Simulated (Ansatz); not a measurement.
**Cd3Se: one candidate of a structure search**

The task: take a trial cell of Cd3Se to zero force and stress.

Method: DFT PBE, scalar-relativistic, plane waves, PAW, in Ansatz 0.2.0.

**1. The structure to begin with**

The structure is cubic, space group Pm-3m (No. 221). The conventional cell has a = 4.597 Å, b = 4.597 Å, c = 4.597 Å, α = 90.00°, β = 90.00°, γ = 90.00°. Cd (site symmetry 4/mmm) has 8 Cd at 3.25 Å and 4 Se at 3.25 Å in its first shell of neighbours. Around Se (site symmetry m-3m) lie 12 Cd at 3.25 Å.

Coordinates:

```
Cd Se
1.0
     4.59694    0.00000    0.00000
     0.00000    4.59694    0.00000
     0.00000    0.00000    4.59694
Cd Se
3 1
Cartesian
  2.2985 2.2985 0.0000
  2.2985 0.0000 2.2985
  0.0000 2.2985 2.2985
  0.0000 0.0000 0.0000
```

The cell is invented: species swapped into a database cell of Tl3In (Pm-3m, No. 221), with Cd on the Tl sites and Se on the In sites. Lengths come from tabulated atomic sizes and are only a guess.

**2. A first look at the guess**

File input.yaml:

```yaml
crystal:
  lattice:
    - [4.59694273, 0.0, 0.0]
    - [0.0, 4.59694273, 0.0]
    - [0.0, 0.0, 4.59694273]
  atoms:
    - { symbol: Cd, position: [0.5, 0.5, 0.0] }
    - { symbol: Cd, position: [0.5, 0.0, 0.5] }
    - { symbol: Cd, position: [0.0, 0.5, 0.5] }
    - { symbol: Se, position: [0.0, 0.0, 0.0] }
basis:
  ecutwfc: 420
kpoints:
  mp_grid: { grid: [4, 4, 4] }
hamiltonian:
  xc: pbe
scf:
  occupations: { method: gaussian, width: 0.1 }
  lower_state_search: "off"
output:
  forces: true
  stress: true
  eigenvalues: true
```

On the command line:

```sh
$ ansatz run input.yaml --threads 1 --pin off --max-ram 2560MiB --backend cpu --events-out ev --progress --plain --runs-dir out
```

Log, shortened:

```text
Warning: RAYON_NUM_THREADS=1 ignored (pool sized by the plan → 1); use --threads N
[...]
Pseudopotentials: kind: paw
Pseudopotential: Cd, paw, valence charge 20, recommended cutoff 420 eV (normal), Cd.paw.azcp
Pseudopotential: Se, paw, valence charge 16, recommended cutoff 420 eV (normal), Se.paw.azcp
Functional definition: PBE
[...]
Crystal: 4 atoms, lattice volume = 97.142 Å³
Basis set: ecut = 420 eV, 1935 PW (Γ), exchange–correlation on 64×64×64 points (8 copies of the dense FFT grid, shifted against one another)
Bands: 46, of which v1, the nominal top of the filled ones, is band 38 counted from 1 (37 counted from 0)
Symmetry: 48 space group operations
Space group: Pm-3m (ITA 221), of the structure as read, at distance tolerance 4.6e-5 Å
k-points: 10 of 64
[...]
SCF iter   1: F=—  HF=-30232.433643 eV  |F-HF|=—  |Δ(HF+E_count)|=         —  Δρ=2.99e-3  dr2=2.25e-2  ethr=1.77e-3  ⟨swp⟩=7.1  Hψ=1668  notcnv=0  defer=6
[...]
SCF iter   6: F=-30232.429216 eV  HF=-30232.429216 eV  |F-HF|=3.88e-8  |Δ(HF+E_count)|=   3.31e-8  Δρ=7.43e-6  dr2=4.99e-8  ethr=1.32e-10  ⟨swp⟩=7.8  Hψ=1938  notcnv=0
[...]
SCF converged after 6 iterations
Free energy (F): -30232.429216 eV
[...]
E sigma→0 (E₀):  -30232.417408 eV
Entropy (-TS):   -0.023616 eV (-5.904 meV/atom)
Fermi energy:    11.608613 eV
[...]
--- Forces (eV/Å), atoms counted from 1 ---
  atom   1  Cd     0.00000000    -0.00000000     0.00000000
  atom   2  Cd     0.00000000    -0.00000000    -0.00000000
  atom   3  Cd     0.00000000    -0.00000000    -0.00000000
  atom   4  Se    -0.00000000     0.00000000     0.00000000
[...]
--- Stress (GPa, compression-positive) ---
       -1.722327       0.000000       0.000000
        0.000000      -1.722327      -0.000000
        0.000000       0.000000      -1.722327
  P = ⅓ Tr σ = -1.7223 GPa (-17.223 kbar)
--- Band table (eV; the first three rows and the last of 10) ---
[...]
```

It took 10 s on 1 thread of Intel Xeon at 2.50GHz (Skylake/Cascade Lake), shared host; peak memory 0.37 GiB.

Read-out: pressure -1.7 GPa, largest force 0.00 eV/Å, gap on this mesh none (metal). The relaxation goes to the converged mesh at once.

**3. Final relaxation**

input.yaml, as its differences from that of step 2:

```diff
@@ -13,3 +13,3 @@
 kpoints:
-  mp_grid: { grid: [4, 4, 4] }
+  mp_grid: { grid: [10, 10, 10] }
 hamiltonian:
@@ -18,3 +18,2 @@
   occupations: { method: gaussian, width: 0.1 }
-  lower_state_search: "off"
 output:
@@ -23 +22,10 @@
   eigenvalues: true
+  write_density: true
+  write_potential: true
+  elf: true
+  volumetric_format: npy
+relax:
+  adjacent_minimum: "off"
+  f_tol: 0.01
+  max_steps: 80
+  cell: { stress_tol: 0.05 }
```

On the command line:

```sh
$ ansatz run input.yaml --threads 1 --pin off --max-ram 2560MiB --backend cpu --events-out ev --progress --plain --runs-dir out
```

Log:

```text
Warning: RAYON_NUM_THREADS=1 ignored (pool sized by the plan → 1); use --threads N
Engine: ansatz 0.2.0, x86_64-unknown-linux-gnu
[... 4 set-up lines as earlier in the session ...]
  parameter kappa = 0.804
  parameter beta = 0.06672455060314922
  exchange = pbe_x(kappa = kappa, mu = beta*pi^2/3)
  correlation = pbe_c(beta = beta)
Crystal: 4 atoms, lattice volume = 97.142 Å³
Basis set: ecut = 420 eV, 1935 PW (Γ), exchange–correlation on 64×64×64 points (8 copies of the dense FFT grid, shifted against one another)
Bands: 46, of which v1, the nominal top of the filled ones, is band 38 counted from 1 (37 counted from 0)
[... 2 set-up lines as earlier in the session ...]
k-points: 56 of 1000
Non-local potential: Cd, projectors of the file, l = 0: 3, l = 1: 2, l = 2: 2, l = 3: 1
Non-local potential: Se, projectors of the file, l = 0: 2, l = 1: 2, l = 2: 3, l = 3: 1
PAW form: soft (Blöchl's): semilocal exchange-correlation on the pseudo side does not see the compensation charge
PAW one-centre angular grid: Cd, 590 points (default); XC on 64 Gauss nodes
PAW one-centre angular grid: Se, 590 points (default); XC on 64 Gauss nodes
Initial density: superposition of atomic densities (neutral atoms: chi_scale 0, normalization atom), corrected by the library's trained network
Initial wavefunctions: pseudopotential atomic-orbital guess
Functional: x = pbe(κ = 0.804, μ = 0.2195149727645171), c = pbe(β = 0.06672455060314922)
SCF iter   1: F=—  HF=-30232.349395 eV  |F-HF|=—  |Δ(HF+E_count)|=         —  Δρ=1.55e-3  dr2=4.96e-3  ethr=1.77e-3  ⟨swp⟩=6.4  Hψ=9074  notcnv=0  defer=28
preconditioner: auto → Kerker (q_TF=auto, 2.619 Å⁻¹)  [metal: Δε(μ)=0.027 eV  Ē_g=11.827 eV  σ=0.100 eV  W_gap=0.15  n_scr=26 (ndim 8)  ℏωp=24.4 eV  f_vac=0.000  D(μ)=2.26/eV (n_scr^D=18)]
SCF iter   2: F=—  HF=-30232.349511 eV  |F-HF|=—  |Δ(HF+E_count)|=   1.16e-4  Δρ=8.46e-4  dr2=1.68e-3  ethr=6.53e-6  ⟨swp⟩=2.0  Hψ=3259  notcnv=0  defer=34
SCF iter   3: F=—  HF=-30232.349296 eV  |F-HF|=—  |Δ(HF+E_count)|=   2.15e-4  Δρ=2.61e-4  dr2=1.39e-4  ethr=2.21e-6  ⟨swp⟩=2.0  Hψ=3892  notcnv=0  defer=34
SCF iter   4: F=—  HF=-30232.349266 eV  |F-HF|=—  |Δ(HF+E_count)|=   2.96e-5  Δρ=1.59e-4  dr2=3.90e-5  ethr=1.83e-7  ⟨swp⟩=2.0  Hψ=3892  notcnv=0  defer=34
SCF iter   5: F=—  HF=-30232.349277 eV  |F-HF|=—  |Δ(HF+E_count)|=   1.09e-5  Δρ=5.45e-5  dr2=6.54e-6  ethr=5.13e-8  ⟨swp⟩=2.0  Hψ=2861  notcnv=0  defer=34
SCF iter   6: F=—  HF=-30232.349275 eV  |F-HF|=—  |Δ(HF+E_count)|=   1.68e-6  Δρ=3.00e-5  dr2=7.82e-7  ethr=8.61e-9  ⟨swp⟩=2.1  Hψ=3390  notcnv=0  defer=34
SCF iter   7: F=-30232.349275 eV  HF=-30232.349275 eV  |F-HF|=5.14e-9  |Δ(HF+E_count)|=   1.34e-7  Δρ=8.76e-6  dr2=9.34e-8  ethr=1.32e-10  ⟨swp⟩=9.6  Hψ=17618  notcnv=0
SCF 1 converged in 7 iterations: F = -30232.349275 eV  dr2 = 9.34e-8
relax step   1: F+E_penalty+E_count = -30232.34927535 eV  Δ(F+E_penalty+E_count) = +0.000e0 eV  max|allowed force component| = 7.080e-29 eV/Å  Δτ_max = 0.0000 Å  P = -1.638 GPa  Ω = 97.142 Å³  (7 SCF iters, dr2 threshold 1.00e-7 eV, accepted)
Crystal: 4 atoms, lattice volume = 93.258 Å³
Basis set: ecut = 420 eV, 1839 PW (Γ), exchange–correlation on 64×64×64 points (8 copies of the dense FFT grid, shifted against one another)
Initial density: handed on by an earlier stage of this run
Initial wavefunctions: those handed on with the density
iter 1 solved again at ethr=1.39e-5 eV; its pass at ethr=3.10e-3 eV (dr2=1.06e-2 eV) is discarded
SCF iter   1: F=—  HF=-30232.372730 eV  |F-HF|=—  |Δ(HF+E_count)|=         —  Δρ=1.94e-3  dr2=1.05e-2  ethr=1.39e-5  ⟨swp⟩=1.7  Hψ=11065  notcnv=0
preconditioner: auto → Kerker (q_TF=auto, 2.637 Å⁻¹)  [metal: Δε(μ)=0.052 eV  Ē_g=12.019 eV  σ=0.100 eV  W_gap=0.28  n_scr=26 (ndim 8)  ℏωp=24.9 eV  f_vac=0.000  D(μ)=2.14/eV (n_scr^D=18)]
SCF iter   2: F=—  HF=-30232.370899 eV  |F-HF|=—  |Δ(HF+E_count)|=   1.83e-3  Δρ=9.77e-4  dr2=3.24e-3  ethr=1.39e-5  ⟨swp⟩=1.5  Hψ=2611  notcnv=0
SCF iter   3: F=—  HF=-30232.370063 eV  |F-HF|=—  |Δ(HF+E_count)|=   8.36e-4  Δρ=3.48e-4  dr2=3.40e-4  ethr=4.26e-6  ⟨swp⟩=2.0  Hψ=4033  notcnv=0
SCF iter   4: F=—  HF=-30232.370009 eV  |F-HF|=—  |Δ(HF+E_count)|=   5.43e-5  Δρ=2.11e-4  dr2=7.64e-5  ethr=4.47e-7  ⟨swp⟩=2.0  Hψ=4039  notcnv=0
SCF iter   5: F=—  HF=-30232.369987 eV  |F-HF|=—  |Δ(HF+E_count)|=   2.21e-5  Δρ=6.18e-5  dr2=6.02e-6  ethr=1.00e-7  ⟨swp⟩=2.0  Hψ=2836  notcnv=0
SCF iter   6: F=-30232.369985 eV  HF=-30232.369985 eV  |F-HF|=2.38e-8  |Δ(HF+E_count)|=   1.69e-6  Δρ=1.03e-5  dr2=1.13e-7  ethr=5.26e-10  ⟨swp⟩=7.0  Hψ=16396  notcnv=0
SCF 2 converged in 6 iterations: F = -30232.369985 eV  dr2 = 1.13e-7
relax step   2: F+E_penalty+E_count = -30232.36998540 eV  Δ(F+E_penalty+E_count) = -2.071e-2 eV  max|allowed force component| = 1.805e-29 eV/Å  Δτ_max = 0.0000 Å  P = +0.100 GPa  Ω = 93.258 Å³  energy of the carried Pulay correction = +1.139e-3 eV  (6 SCF iters, dr2 threshold 4.00e-7 eV, accepted)
Crystal: 4 atoms, lattice volume = 93.473 Å³
iter 1 solved again at ethr=5.26e-8 eV; its pass at ethr=3.10e-3 eV (dr2=4.00e-5 eV) is discarded
SCF iter   1: F=—  HF=-30232.369964 eV  |F-HF|=—  |Δ(HF+E_count)|=         —  Δρ=1.13e-4  dr2=3.53e-5  ethr=5.26e-8  ⟨swp⟩=2.0  Hψ=10660  notcnv=0
preconditioner: auto → Kerker (q_TF=auto, 2.636 Å⁻¹)  [metal: Δε(μ)=0.062 eV  Ē_g=12.002 eV  σ=0.100 eV  W_gap=0.33  n_scr=26 (ndim 8)  ℏωp=24.9 eV  f_vac=0.000  D(μ)=2.11/eV (n_scr^D=18)]
SCF iter   2: F=—  HF=-30232.370002 eV  |F-HF|=—  |Δ(HF+E_count)|=   3.81e-5  Δρ=5.73e-5  dr2=1.09e-5  ethr=4.64e-8  ⟨swp⟩=1.5  Hψ=2611  notcnv=0
SCF iter   3: F=—  HF=-30232.369982 eV  |F-HF|=—  |Δ(HF+E_count)|=   2.02e-5  Δρ=1.99e-5  dr2=1.04e-6  ethr=1.43e-8  ⟨swp⟩=2.0  Hψ=4034  notcnv=0
SCF iter   4: F=—  HF=-30232.369981 eV  |F-HF|=—  |Δ(HF+E_count)|=   2.98e-7  Δρ=1.20e-5  dr2=2.18e-7  ethr=1.37e-9  ⟨swp⟩=2.0  Hψ=4039  notcnv=0
SCF iter   5: F=-30232.369981 eV  HF=-30232.369981 eV  |F-HF|=1.09e-8  |Δ(HF+E_count)|=   5.96e-8  Δρ=3.46e-6  dr2=2.06e-8  ethr=3.29e-11  ⟨swp⟩=5.1  Hψ=14187  notcnv=0
SCF 3 converged in 5 iterations: F = -30232.369981 eV  dr2 = 2.06e-8
relax step   3: F+E_penalty+E_count = -30232.36998127 eV  Δ(F+E_penalty+E_count) = +4.127e-6 eV  max|allowed force component| = 2.899e-29 eV/Å  Δτ_max = 0.0000 Å  P = -0.009 GPa  Ω = 93.473 Å³  energy of the carried Pulay correction = +1.074e-3 eV  (5 SCF iters, dr2 threshold 2.50e-8 eV, accepted)
Initial wavefunctions: pseudopotential atomic-orbital guess (no wavefunctions were taken with the density)
iter 1 solved again at ethr=1.81e-8 eV; its pass at ethr=3.10e-3 eV (dr2=1.38e-5 eV) is discarded
SCF iter   1: F=—  HF=-30232.368862 eV  |F-HF|=—  |Δ(HF+E_count)|=         —  Δρ=9.12e-5  dr2=1.34e-6  ethr=1.81e-8  ⟨swp⟩=3.0  Hψ=15356  notcnv=0
preconditioner: auto → Kerker (q_TF=auto, 2.636 Å⁻¹)  [metal: Δε(μ)=0.062 eV  Ē_g=12.002 eV  σ=0.100 eV  W_gap=0.33  n_scr=26 (ndim 8)  ℏωp=24.9 eV  f_vac=0.000  D(μ)=2.12/eV (n_scr^D=18)]
SCF iter   2: F=—  HF=-30232.368894 eV  |F-HF|=—  |Δ(HF+E_count)|=   3.15e-5  Δρ=4.42e-5  dr2=3.67e-7  ethr=1.76e-9  ⟨swp⟩=2.0  Hψ=4256  notcnv=0
SCF iter   3: F=—  HF=-30232.368894 eV  |F-HF|=—  |Δ(HF+E_count)|=   2.60e-7  Δρ=1.24e-5  dr2=5.14e-8  ethr=4.83e-10  ⟨swp⟩=3.0  Hψ=4789  notcnv=0
SCF iter   4: F=—  HF=-30232.368894 eV  |F-HF|=—  |Δ(HF+E_count)|=   9.87e-9  Δρ=1.50e-6  dr2=2.93e-9  ethr=6.77e-11  ⟨swp⟩=2.0  Hψ=3668  notcnv=0
SCF iter   5: F=—  HF=-30232.368894 eV  |F-HF|=—  |Δ(HF+E_count)|=  2.91e-11  Δρ=5.46e-7  dr2=1.04e-9  ethr=3.85e-12  ⟨swp⟩=2.0  Hψ=4032  notcnv=0
SCF iter   6: F=—  HF=-30232.368894 eV  |F-HF|=—  |Δ(HF+E_count)|=  4.66e-10  Δρ=3.10e-7  dr2=2.03e-10  ethr=1.36e-12  ⟨swp⟩=2.0  Hψ=4037  notcnv=0
SCF iter   7: F=-30232.368894 eV  HF=-30232.368894 eV  |F-HF|=3.64e-12  |Δ(HF+E_count)|=  2.55e-11  Δρ=5.42e-8  dr2=4.16e-12  ethr=1.00e-12  ⟨swp⟩=5.2  Hψ=10335  notcnv=0
SCF 4 converged in 7 iterations: F = -30232.368894 eV  dr2 = 4.16e-12
relax step   4: F+E_penalty+E_count = -30232.36889397 eV  Δ(F+E_penalty+E_count) = +1.087e-3 eV  max|allowed force component| = 3.346e-29 eV/Å  Δτ_max = 0.0000 Å  P = -0.008 GPa  Ω = 93.473 Å³  stress off target by 8.00e-3 GPa  SCF on the basis re-selected at this cell (its energy is not comparable with the rows above)  (7 SCF iters)
basis re-selected at this cell: Δ(F+E_penalty+E_count) = +1.087e-3 eV, ΔP = +0.001 GPa vs the last step (what re-selecting the basis moved, of the pressure what is left beyond the Pulay correction that the steps carried, after the strain that the cell walked since its last selection, with what the two solves' SCF thresholds leave and, on support functions, any second-order correction that the steps lacked; it is no measure of the basis error at this ecutwfc). This SCF's stress stands 8.00e-3 GPa from its target on what of the cell is left free (relax.cell.stress_tol is 5.00e-2 GPa) and its largest allowed force component is 3.35e-29 eV/Å (relax.f_tol is 1.00e-2 eV/Å): within both
SCF converged after 7 iterations
Free energy (F): -30232.368894 eV
Harris-Foulkes:  -30232.368894 eV  (|F-HF|=3.64e-12)
Internal energy: -30232.358317 eV  (E = F + TS)
E sigma→0 (E₀):  -30232.363606 eV
Entropy (-TS):   -0.010577 eV (-2.644 meV/atom)
Fermi energy:    12.239634 eV
--- Per-component energies (eV) ---
  E_band       = -1634.680873
  E_kinetic    = 1631.528134
  E_local      = -11447.695029  (includes V_loc(G=0)·N_el)
  E_nonlocal   = -496.900794
  E_hartree    = 5420.996129
  E_xc         = -633.690176
  E_vxc        = -762.030575  (∫ρ·V_xc dr)
  E_paw        = -14160.522247  (= ΣΔE_a)
  E_vpaw       = -1401.574232  (= ΣTr[D̂ρ^β])
  E_aug_tail   = -0.000538  (compensation charges beyond the density's cutoff)
  E_ewald      = -10546.073796
  E_smearing   = -0.010577  (= −TS)
  E_closure    = -0.000000  (closes the sum)
  Σ components = -30232.368894   (vs F -30232.368894, Δ=0.00e0)
--- Forces (eV/Å), atoms counted from 1 ---
  atom   1  Cd     0.00000000    -0.00000000     0.00000000
  atom   2  Cd    -0.00000000     0.00000000     0.00000000
  atom   3  Cd     0.00000000     0.00000000    -0.00000000
  atom   4  Se     0.00000000    -0.00000000    -0.00000000
  max |Σ_I F_I| component: 3.54e-29 eV/Å
--- Stress (GPa, compression-positive) ---
       -0.008004      -0.000000      -0.000000
       -0.000000      -0.008004      -0.000000
       -0.000000      -0.000000      -0.008004
  P = ⅓ Tr σ = -0.0080 GPa (-0.080 kbar)
--- Band table (eV; the first three rows and the last of 56) ---
  k-point 0: bands = ["-90.5671", "-90.5653", "-90.5653", "-51.6352", "-51.6352", "-51.6352", "-51.6198", "-51.6198", "-51.6198", "-51.6162", "-51.6162", "-51.6162", "-35.7203", "-35.7203", "-35.7199", "-35.7199", "-35.7199", "-1.0897", "2.8770", "2.9547", "2.9547", "2.9547", "3.1960", "3.1960", "3.6363", "3.6363", "3.6363", "3.8278", "3.8278", "4.0010", "4.0934", "4.0934", "4.0934", "6.7674", "9.0261", "9.0261", "9.0261", "12.9946", "12.9946", "15.0009", "15.0009", "15.0009", "18.9767", "18.9767", "18.9767", "19.8723"]
  k-point 1: bands = ["-90.5670", "-90.5654", "-90.5653", "-51.6350", "-51.6350", "-51.6348", "-51.6198", "-51.6198", "-51.6198", "-51.6166", "-51.6164", "-51.6164", "-35.7203", "-35.7203", "-35.7199", "-35.7199", "-35.7199", "-1.0673", "2.8998", "2.9605", "2.9736", "2.9736", "3.1987", "3.2154", "3.6286", "3.6286", "3.6302", "3.8106", "3.8283", "3.9869", "4.0583", "4.0583", "4.0934", "6.6273", "9.0471", "9.1022", "9.1022", "12.9975", "13.0489", "14.9458", "14.9458", "15.0963", "18.3792", "18.6311", "18.6311", "20.1469"]
  k-point 2: bands = ["-90.5669", "-90.5655", "-90.5653", "-51.6344", "-51.6344", "-51.6338", "-51.6200", "-51.6200", "-51.6198", "-51.6177", "-51.6168", "-51.6168", "-35.7203", "-35.7203", "-35.7199", "-35.7199", "-35.7199", "-1.0069", "2.9613", "2.9761", "3.0293", "3.0293", "3.2048", "3.2703", "3.6075", "3.6075", "3.6138", "3.7639", "3.8292", "3.9464", "3.9631", "3.9631", "4.0935", "6.2967", "9.0884", "9.3113", "9.3113", "12.8519", "13.2130", "14.7422", "14.7422", "15.6008", "17.3311", "18.2230", "18.2230", "20.7414"]
  k-point 55: bands = ["-90.5659", "-90.5659", "-90.5659", "-51.6438", "-51.6278", "-51.6278", "-51.6278", "-51.6228", "-51.6228", "-51.6138", "-51.6138", "-51.6138", "-35.7203", "-35.7203", "-35.7199", "-35.7199", "-35.7199", "-0.7441", "3.0729", "3.0729", "3.0729", "3.3136", "3.3136", "3.3136", "3.6682", "3.6682", "3.6682", "3.6766", "3.7426", "3.7426", "4.0147", "4.0147", "4.0147", "7.9908", "7.9908", "7.9908", "10.1852", "10.4932", "10.4932", "10.4932", "17.0512", "17.0512", "17.0512", "22.9673", "23.8374", "23.8374"]
--- Relaxed structure (3 steps of the walk, 3 accepted, 1 SCFs on fresh bases) ---
  F+E_penalty+E_count = -30232.36889397 eV   max|allowed force component| = 3.346e-29 eV/Å   (the final SCF, on the basis selected at the relaxed cell)
  cell:  # Å, volume = 93.4732 Å³
    - [4.538326700732771, 5.4568015090971685e-34, -2.8888949165808534e-34]
    - [2.8888949165808534e-34, 4.538326700732771, 0.0]
    - [-2.8888949165808534e-34, 0.0, 4.538326700732771]
  atoms:
    - { symbol: Cd, position: [0.5, 0.5, 2.4548371451060443e-37] }
    - { symbol: Cd, position: [0.5, 1.5001782555899767e-37, 0.5] }
    - { symbol: Cd, position: [-9.001069533644365e-37, 0.5, 0.5] }
    - { symbol: Se, position: [2.3730092403367528e-36, -4.500534766293789e-37, -3.0003565107345197e-37] }
```

It took 2.5 min on 1 thread of Intel Xeon at 2.50GHz (Skylake/Cascade Lake), shared host; peak memory 0.5 GiB.

Relaxation path:

| step | energy from step 1 (eV/cell) | largest force component (eV/Å) | pressure (GPa) | volume (Å³) |
| --- | --- | --- | --- | --- |
| 1 | 0.0000 | 0.0000 | -1.64 | 97.14 |
| 2 | -0.0207 | 0.0000 | 0.10 | 93.26 |
| 3 | -0.0207 | 0.0000 | -0.01 | 93.47 |
| 4 | -0.0196 | 0.0000 | -0.01 | 93.47 |

Step 1 is the start. Step 4 repeats the geometry before it on a plane-wave basis chosen anew for that cell, so its energy need not be comparable with the rows above.

|  | before | after | change |
| --- | --- | --- | --- |
| a (Å) | 4.597 | 4.538 | -1.3 % |
| b (Å) | 4.597 | 4.538 | -1.3 % |
| c (Å) | 4.597 | 4.538 | -1.3 % |
| volume (Å³/atom) | 24.29 | 23.37 | -3.8 % |
| shortest distance (Å) | 3.251 | 3.209 | -1.3 % |
| space group (0.01 Å) | Pm-3m | Pm-3m | same |

Forces and stress were held to the start's 48 operations: a distortion of lower symmetry was not tested.

Density in a lattice plane of the grid's cell (edges 4.54 and 4.54 Å, at 0.000 of the third edge), which holds Cd and Se.

Values in e/Å³, 12 rows by 12 columns:
```
13.41  4.88  0.89  0.30  0.12  0.06  0.05  0.06  0.12  0.30  0.89  4.88
 1.39  0.89  0.44  0.20  0.11  0.09  0.09  0.09  0.11  0.20  0.44  0.89
 0.36  0.30  0.20  0.15  0.16  0.25  0.32  0.25  0.16  0.15  0.20  0.30
 0.12  0.12  0.11  0.16  0.45  1.58  2.63  1.58  0.45  0.16  0.11  0.12
 0.06  0.06  0.09  0.25  1.58  8.14 14.11  8.14  1.58  0.25  0.09  0.06
 0.05  0.05  0.09  0.32  2.63 14.11 24.50 14.11  2.63  0.32  0.09  0.05
 0.06  0.06  0.09  0.25  1.58  8.14 14.11  8.14  1.58  0.25  0.09  0.06
 0.12  0.12  0.11  0.16  0.45  1.58  2.63  1.58  0.45  0.16  0.11  0.12
 0.36  0.30  0.20  0.15  0.16  0.25  0.32  0.25  0.16  0.15  0.20  0.30
 1.39  0.89  0.44  0.20  0.11  0.09  0.09  0.09  0.11  0.20  0.44  0.89
13.41  4.88  0.89  0.30  0.12  0.06  0.05  0.06  0.12  0.30  0.89  4.88
45.31 13.41  1.39  0.36  0.12  0.06  0.05  0.06  0.12  0.36  1.39 13.41
```
Columns run along the first of these edges and rows up along the second, over one cell in 12 and 12 even steps from the bottom left corner. Atoms in the plane (fractional): Cd at (0.50, 0.50), Se at (0.00, 1.00).

ELF in the same plane.

Ten even steps from '0' (0.06) to '9' (0.89):
```
235788753100000135788753
567888642100000124688876
888887531000000013578888
888775311011111011357788
777643111111111111134677
554321111122222111112345
221110112334443321101112
000001123456665432110000
000001123568986532110000
000001124579997542110000
000001123568986532110000
000001123456665432110000
221110112334443321101112
554321111122222111112345
777643111111111111134677
888775311011111011357788
888887531000000013578888
567888642100000124688876
235788753100000135788753
014788753100000135788741
```
Columns run along the first of these edges and rows up along the second, over one cell in 24 and 20 even steps from the bottom left corner. Atoms in the plane (fractional): Cd at (0.50, 0.50), Se at (0.00, 1.00).

Both are smooth fields of the valence electrons: close to the nuclei they are not physical.

Maxima of ELF outside the ion cores: 0.79 in the shell around Se, 0.8 Å from Se.

[end of part 1 of 2]
